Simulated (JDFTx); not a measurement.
# Ti (P6_3/mmc) in JDFTx: reference runs

How does Ti come out in PBEsol? The cell is run as given and disturbed.

Everything below comes from runs of JDFTx 1.7.0 (patched build). Logs are shortened: lines on timing, memory, paths and dates and some standing lists are left out, and cuts for length are marked. The log counts tension as positive stress, the text compression.

## (1) The structure

The structure is hexagonal, space group P6_3/mmc (No. 194). Conventional cell: a = 2.950 Å, b = 2.950 Å, c = 4.680 Å, α = 90.00°, β = 90.00°, γ = 120.00°. Ti (site symmetry -6m2) has 12 Ti at 2.89 to 2.95 Å as nearest neighbours.

## (2) Single point, PBEsol

Ti.in reads:

```
lattice \
    5.5746920676    -2.7873460338     0.0000000000 \
    0.0000000000     4.8278249489     0.0000000000 \
    0.0000000000     0.0000000000     8.8439182632
coords-type Lattice
ion Ti     0.6666666667     0.3333333333     0.7500000000 1
ion Ti     0.3333333333     0.6666666667     0.2500000000 1

ion-species pseudo/Ti.upf
elec-cutoff 42 336
elec-ex-corr gga-PBEsol
kpoint-folding 10 10 6
elec-smearing Fermi 0.0018374661
elec-n-bands 18
electronic-SCF nIterations 100 energyDiffThreshold 1e-09
electronic-minimize nIterations 30 energyDiffThreshold 1e-7
converge-empty-states yes
forces-output-coords Cartesian

dump-name run.$VAR
dump End Ecomponents EigStats BandEigs Kpoints Forces Stress ElecDensity Dtot KEdensity
```

Potentials or basis: PseudoDojo-SR-PBEsol-0.4.1-standard with smoothed tails.

Command:

```console
$ jdftx -c 1 -i Ti.in -o Ti.out
```

What it wrote:

```text
*************** JDFTx 1.7.0 (patched build) ***************

Input parsed successfully to the following command list (including defaults):
[... the input with its defaults ...]

---------- Setting up symmetries ----------

Found 24 point-group symmetries of the bravais lattice
Found 24 space-group symmetries with basis
Applied RMS atom displacement 3.21855e-10 bohrs to make symmetries exact.

---------- Initializing the Grid ----------
R =
[      5.57469     -2.78735            0  ]
[            0      4.82782            0  ]
[            0            0      8.84392  ]
unit cell volume = 238.022
G =
[    1.12709   0.650726         -0  ]
[          0    1.30145          0  ]
[          0         -0   0.710453  ]
Minimum fftbox size, Smin = [  48  48  76  ]
Chosen fftbox size, S = [  48  48  80  ]

---------- Initializing tighter grid for wavefunction operations ----------
R =
[      5.57469     -2.78735            0  ]
[            0      4.82782            0  ]
[            0            0      8.84392  ]
unit cell volume = 238.022
G =
[    1.12709   0.650726         -0  ]
[          0    1.30145          0  ]
[          0         -0   0.710453  ]
Minimum fftbox size, Smin = [  36  36  52  ]
Chosen fftbox size, S = [  36  36  54  ]

---------- Exchange Correlation functional ----------
Initalized PBEsol GGA exchange.
Initalized PBEsol GGA correlation.

---------- Setting up pseudopotentials ----------
Width of ionic core gaussian charges (only for fluid interactions / plotting) set to 0

Reading pseudopotential file 'pseudo/Ti.upf':
  'Ti' pseudopotential, 'PBESOL' functional
  Generated using ONCVPSP code by D. R. Hamann
  12 valence electrons, 4 orbitals, 6 projectors, 1001 radial grid points, with lMax = 2
    3S    l: 0   occupation:  2.0   eigenvalue: -2.295026
    3P    l: 1   occupation:  6.0   eigenvalue: -1.424955
    3D    l: 2   occupation:  2.0   eigenvalue: -0.157121
    4S    l: 0   occupation:  2.0   eigenvalue: -0.164537
  Core radius for overlap checks: 1.61 bohrs.

Initialized 1 species with 2 total atoms.

Folded 1 k-points by 10x10x6 to 600 k-points.

---------- Setting up k-points, bands, fillings ----------
Reduced to 56 k-points under symmetry.
Computing the number of bands and number of electrons
Calculating initial fillings.
nElectrons:  24.000000   nBands: 18   nStates: 56

----- Setting up reduced wavefunction bases (one per k-point) -----
average nbasis = 3094.758 , ideal nbasis = 3094.461

---------- Setting up ewald sum ----------
Optimum gaussian width for ewald sums = 2.202643 bohr.
Real space sum over 1521 unit cells with max indices [  6  6  4  ]
Reciprocal space sum over 2057 terms with max indices [  5  5  8  ]

---------- Allocating electronic variables ----------
Initializing wave functions:  linear combination of atomic orbitals
Ti pseudo-atom occupations:   s ( 2 2 )  p ( 6 )  d ( 2 )
	FillingsUpdate:  mu: +0.548102955  nElectrons: 24.000000
LCAOMinimize: Iter:   0  F: -116.4660110207426129  |grad|_K:  5.402e-04  alpha:  1.000e+00
	FillingsUpdate:  mu: +0.539364234  nElectrons: 24.000000
LCAOMinimize: Iter:   1  F: -116.4685077276105716  |grad|_K:  9.216e-06  alpha:  7.089e-01  linmin: -1.067e-01  cgtest:  5.756e-01
LCAOMinimize: Encountered beta<0, resetting CG.
	FillingsUpdate:  mu: +0.539273695  nElectrons: 24.000000
LCAOMinimize: Iter:   2  F: -116.4685086427615488  |grad|_K:  1.315e-06  alpha:  8.725e-01  linmin: -1.629e-03  cgtest:  5.997e-03
	FillingsUpdate:  mu: +0.539287953  nElectrons: 24.000000
LCAOMinimize: Iter:   3  F: -116.4685086593969316  |grad|_K:  7.635e-08  alpha:  7.791e-01  linmin:  3.044e-04  cgtest: -1.620e-02
LCAOMinimize: Converged (|Delta F|<1.000000e-06 for 2 iters).

-------- Electronic minimization -----------
Will mix electronic density at each iteration.
	FillingsUpdate:  mu: +0.539287953  nElectrons: 24.000000
	FillingsUpdate:  mu: +0.516865916  nElectrons: 24.000000
SCF: Cycle:  0   F: -116.537055833037243   dF: -6.855e-02   |Residual|: 1.875e-01   |deigs|: 1.356e-02
	FillingsUpdate:  mu: +0.490079633  nElectrons: 24.000000
SCF: Cycle:  1   F: -116.564608952949868   dF: -2.755e-02   |Residual|: 6.941e-02   |deigs|: 4.409e-02
	FillingsUpdate:  mu: +0.474745607  nElectrons: 24.000000
SCF: Cycle:  2   F: -116.571161844764745   dF: -6.553e-03   |Residual|: 3.377e-02   |deigs|: 2.526e-02
	FillingsUpdate:  mu: +0.483758425  nElectrons: 24.000000
SCF: Cycle:  3   F: -116.571230890329488   dF: -6.905e-05   |Residual|: 2.654e-02   |deigs|: 1.584e-02
	FillingsUpdate:  mu: +0.478884539  nElectrons: 24.000000
SCF: Cycle:  4   F: -116.571963841618384   dF: -7.330e-04   |Residual|: 2.887e-03   |deigs|: 8.078e-03
	FillingsUpdate:  mu: +0.478587401  nElectrons: 24.000000
SCF: Cycle:  5   F: -116.571999828429711   dF: -3.599e-05   |Residual|: 1.288e-03   |deigs|: 5.368e-04
	FillingsUpdate:  mu: +0.478907563  nElectrons: 24.000000
SCF: Cycle:  6   F: -116.572008700291107   dF: -8.872e-06   |Residual|: 1.908e-04   |deigs|: 5.512e-04
	FillingsUpdate:  mu: +0.478867958  nElectrons: 24.000000
SCF: Cycle:  7   F: -116.572013153545129   dF: -4.453e-06   |Residual|: 3.579e-04   |deigs|: 6.480e-05
	FillingsUpdate:  mu: +0.478872013  nElectrons: 24.000000
SCF: Cycle:  8   F: -116.572016290769014   dF: -3.137e-06   |Residual|: 3.925e-04   |deigs|: 1.241e-05
	FillingsUpdate:  mu: +0.478901162  nElectrons: 24.000000
SCF: Cycle:  9   F: -116.572018412554200   dF: -2.122e-06   |Residual|: 3.618e-04   |deigs|: 5.074e-05
	FillingsUpdate:  mu: +0.478928756  nElectrons: 24.000000
SCF: Cycle: 10   F: -116.572019810270447   dF: -1.398e-06   |Residual|: 2.677e-04   |deigs|: 4.789e-05
	FillingsUpdate:  mu: +0.478939588  nElectrons: 24.000000
SCF: Cycle: 11   F: -116.572020883653508   dF: -1.073e-06   |Residual|: 2.762e-04   |deigs|: 1.913e-05
	FillingsUpdate:  mu: +0.478989627  nElectrons: 24.000000
SCF: Cycle: 12   F: -116.572021712049207   dF: -8.284e-07   |Residual|: 5.377e-05   |deigs|: 8.448e-05
	FillingsUpdate:  mu: +0.479044114  nElectrons: 24.000000
SCF: Cycle: 13   F: -116.572022176812837   dF: -4.648e-07   |Residual|: 2.962e-04   |deigs|: 9.193e-05
	FillingsUpdate:  mu: +0.478973855  nElectrons: 24.000000
SCF: Cycle: 14   F: -116.572022759425323   dF: -5.826e-07   |Residual|: 1.000e-04   |deigs|: 1.177e-04
	FillingsUpdate:  mu: +0.479018766  nElectrons: 24.000000
SCF: Cycle: 15   F: -116.572023008339940   dF: -2.489e-07   |Residual|: 1.038e-04   |deigs|: 7.536e-05
	FillingsUpdate:  mu: +0.478997201  nElectrons: 24.000000
SCF: Cycle: 16   F: -116.572023259824562   dF: -2.515e-07   |Residual|: 2.581e-05   |deigs|: 3.641e-05
	FillingsUpdate:  mu: +0.478968384  nElectrons: 24.000000
SCF: Cycle: 17   F: -116.572023367989914   dF: -1.082e-07   |Residual|: 2.010e-04   |deigs|: 4.855e-05
	FillingsUpdate:  mu: +0.478966859  nElectrons: 24.000000
SCF: Cycle: 18   F: -116.572023542689706   dF: -1.747e-07   |Residual|: 2.205e-04   |deigs|: 2.970e-06
	FillingsUpdate:  mu: +0.478985009  nElectrons: 24.000000
SCF: Cycle: 19   F: -116.572023654047612   dF: -1.114e-07   |Residual|: 1.352e-04   |deigs|: 3.057e-05
	FillingsUpdate:  mu: +0.478981587  nElectrons: 24.000000
SCF: Cycle: 20   F: -116.572023690772895   dF: -3.673e-08   |Residual|: 1.530e-04   |deigs|: 5.865e-06
	FillingsUpdate:  mu: +0.478985050  nElectrons: 24.000000
SCF: Cycle: 21   F: -116.572023739506932   dF: -4.873e-08   |Residual|: 1.357e-04   |deigs|: 5.848e-06
	FillingsUpdate:  mu: +0.478985776  nElectrons: 24.000000
SCF: Cycle: 22   F: -116.572023765071933   dF: -2.557e-08   |Residual|: 1.344e-04   |deigs|: 1.145e-06
	FillingsUpdate:  mu: +0.478967316  nElectrons: 24.000000
SCF: Cycle: 23   F: -116.572023740513231   dF: +2.456e-08   |Residual|: 2.481e-04   |deigs|: 3.147e-05
	FillingsUpdate:  mu: +0.479000155  nElectrons: 24.000000
SCF: Cycle: 24   F: -116.572023812001177   dF: -7.149e-08   |Residual|: 6.923e-05   |deigs|: 5.565e-05
	FillingsUpdate:  mu: +0.479013054  nElectrons: 24.000000
SCF: Cycle: 25   F: -116.572023826457453   dF: -1.446e-08   |Residual|: 4.004e-05   |deigs|: 2.163e-05
	FillingsUpdate:  mu: +0.479000052  nElectrons: 24.000000
SCF: Cycle: 26   F: -116.572023835366579   dF: -8.909e-09   |Residual|: 4.830e-05   |deigs|: 2.275e-05
	FillingsUpdate:  mu: +0.479004387  nElectrons: 24.000000
SCF: Cycle: 27   F: -116.572023842995478   dF: -7.629e-09   |Residual|: 2.614e-05   |deigs|: 7.236e-06
	FillingsUpdate:  mu: +0.479008952  nElectrons: 24.000000
SCF: Cycle: 28   F: -116.572023847939192   dF: -4.944e-09   |Residual|: 1.147e-05   |deigs|: 7.586e-06
	FillingsUpdate:  mu: +0.479011487  nElectrons: 24.000000
SCF: Cycle: 29   F: -116.572023851254272   dF: -3.315e-09   |Residual|: 2.451e-05   |deigs|: 3.889e-06
	FillingsUpdate:  mu: +0.479011121  nElectrons: 24.000000
SCF: Cycle: 30   F: -116.572023853951222   dF: -2.697e-09   |Residual|: 2.603e-05   |deigs|: 7.385e-07
	FillingsUpdate:  mu: +0.479012573  nElectrons: 24.000000
SCF: Cycle: 31   F: -116.572023855425741   dF: -1.475e-09   |Residual|: 3.909e-05   |deigs|: 2.116e-06
	FillingsUpdate:  mu: +0.479011064  nElectrons: 24.000000
SCF: Cycle: 32   F: -116.572023857392438   dF: -1.967e-09   |Residual|: 3.473e-05   |deigs|: 2.524e-06
	FillingsUpdate:  mu: +0.479005925  nElectrons: 24.000000
SCF: Cycle: 33   F: -116.572023859136010   dF: -1.744e-09   |Residual|: 1.498e-05   |deigs|: 8.206e-06
	FillingsUpdate:  mu: +0.479001078  nElectrons: 24.000000
SCF: Cycle: 34   F: -116.572023858830050   dF: +3.060e-10   |Residual|: 3.525e-05   |deigs|: 7.866e-06
	FillingsUpdate:  mu: +0.479002322  nElectrons: 24.000000
SCF: Cycle: 35   F: -116.572023859802684   dF: -9.726e-10   |Residual|: 2.847e-05   |deigs|: 2.139e-06
	FillingsUpdate:  mu: +0.479005258  nElectrons: 24.000000
SCF: Cycle: 36   F: -116.572023860899037   dF: -1.096e-09   |Residual|: 1.096e-05   |deigs|: 5.006e-06
	FillingsUpdate:  mu: +0.479006060  nElectrons: 24.000000
SCF: Cycle: 37   F: -116.572023861323657   dF: -4.246e-10   |Residual|: 5.901e-06   |deigs|: 1.405e-06
	FillingsUpdate:  mu: +0.479005628  nElectrons: 24.000000
SCF: Cycle: 38   F: -116.572023861618746   dF: -2.951e-10   |Residual|: 7.457e-06   |deigs|: 7.469e-07
SCF: Converged (|Delta E|<1.000000e-09 for 2 iters).

Setting wave functions to eigenvectors of Hamiltonian
Converging empty states (this may take a while): |deigs|: 4.760e-06

# Stress tensor in Cartesian coordinates [Eh/a0^3]:
[  0.000186137            0            0  ]
[            0  0.000186137            0  ]
[            0            0  0.000203616  ]

# Ionic positions in lattice coordinates:
ion Ti   0.666666666666667   0.333333333333333   0.750000000000000 1
ion Ti   0.333333333333333   0.666666666666667   0.250000000000000 1

# Forces in Cartesian coordinates:
force Ti   0.000000000000000   0.000000000000000   0.000000000000000 1
force Ti   0.000000000000000   0.000000000000000   0.000000000000000 1

# Energy components:
   Eewald =      -84.5410389958572495
       EH =       24.3435856654669465
     Eloc =      -88.9222347039438574
      Enl =        0.9304799644843488
      Exc =      -17.2518211427462553
 Exc_core =        2.0286087037815910
       KE =       46.8411247946952969
-------------------------------------
     Etot =     -116.5712957141191453
       TS =        0.0007281474996023
-------------------------------------
        F =     -116.5720238616187459

IonicMinimize: Iter:   0  F: -116.572023861618746  |grad|_K:       -nan
IonicMinimize: None of the convergence criteria satisfied after 0 iterations.

#--- Lowdin population analysis ---
# oxidation-state Ti +0.132 +0.132

Dumping 'run.eigStats' ...
	eMin: -1.601597 at state 0 ( [ +0.000000 +0.000000 +0.000000 ] spin 0 )
	HOMO: +0.478966 at state 2 ( [ +0.000000 +0.000000 +0.333333 ] spin 0 )
	mu  : +0.479008
	LUMO: +0.479610 at state 54 ( [ +0.300000 +0.300000 +0.333333 ] spin 0 )
	eMax: +0.610051 at state 46 ( [ +0.200000 +0.300000 +0.333333 ] spin 0 )
	HOMO-LUMO gap: +0.000643
	Optical gap  : +0.006048 at state 54 ( [ +0.300000 +0.300000 +0.333333 ] spin 0 )
Done!
```

Run time: 2.6 min. Hardware: 1 thread of Intel Xeon 6975P-C (Granite Rapids), shared host; peak memory 0.21 GiB.

Results:

- Free energy: -3172.0864 eV
- Pressure: -5.6 GPa
- Band gap on the k mesh: none (metal or under the smearing width)

(Part 1 of 2 ends here.)
